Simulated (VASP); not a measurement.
Runs of VASP 6.6.1 on Te. Symmetry: P6_3/mmc, No. 194, hexagonal system. The conventional cell has a = 5.159 Å, b = 5.159 Å, c = 6.367 Å, α = 90.00°, β = 90.00°, γ = 120.00°. Te (site symmetry -6m2) is surrounded by 5 Te at 2.98 to 3.18 Å. Te (site symmetry -6m2) has 3 Te at 2.98 Å as nearest neighbours. The cell was built by a generator and needn't be a form met in nature.

```csv
task,cell,k mesh,cutoff (eV),mesh quality,gap on the mesh (eV),pressure (GPa),relaxed volume (Å³/atom)
single point,"P6_3/mmc, 36.69 Å³/atom",6 × 6 × 2,520,coarse,none,0.2,-
single point,"P6_3/mmc, 36.6 Å³/atom",6 × 6 × 4,520,not flagged,none,0.0,-
relaxation of cell and atoms,relaxed,6 × 6 × 4,600,not flagged,-,0.0,36.52
single point,"P6_3/mmc, 35.96 Å³/atom",6 × 6 × 2,520,not flagged,none,67.4,-
relaxation of cell and atoms,relaxed,6 × 6 × 2,600,not flagged,-,0.0,(a)
```

Alike in all rows: level r2SCAN; potentials or basis VASP PAW PBE potentials, release 64 (Te); no spin polarisation; smearing gaussian 0.1 eV.

**Question.** Fill in the values left out.

**Answer.** (a) 36.85.

Caveats: some runs use coarse meshes; the PAW data sets were made with another functional, which shifts forces and pressure a little; the bands computed are all filled at some k points, so no gap is given (some runs); a pressure of tens of GPa on the cell as given is suspect, and the run, the potentials or the cell itself is likely at fault (some runs).

A k mesh can miss the band edges, and the runs leave out spin-orbit coupling on Te.

A gap of «none» marks a metal or a gap under the smearing width.
